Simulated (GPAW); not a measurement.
Crystal: CuI (Marshite).

```
CELL_PARAMETERS angstrom
0.00000 3.03150 3.03150
3.03150 0.00000 3.03150
3.03150 3.03150 0.00000
ATOMIC_POSITIONS crystal
I 0.00000 0.00000 0.00000
Cu 0.75000 0.75000 0.75000
```

Base run:

```yaml
Program: GPAW 26.7.0
Functional: PBE
Potentials_or_basis: GPAW PAW data sets (gpaw-data 1.2.1)
Cutoff: 600 eV
Basis: pw
k_mesh: 8 × 8 × 8
Occupations: fermi-dirac, width 0.05 eV
Spin: no spin polarisation
Hubbard_terms: Cu d U = 1 eV
```

Its results: band gap on the k mesh 1.30 eV, direct; pressure 1.1 GPa.

The run is repeated on the same cell with these changes: hubbard terms from Cu d U = 1 eV to Cu d U = 6 eV. What comes out?

Band gap on the k mesh 2.05 eV, direct; pressure 2.2 GPa.

Caveats: with this Cu data set, volumes or pressures lay over 1.5 % or 2 GPa off other programs in two to four cells of ten; spin-orbit coupling is left out, which moves the levels of the heavy elements.

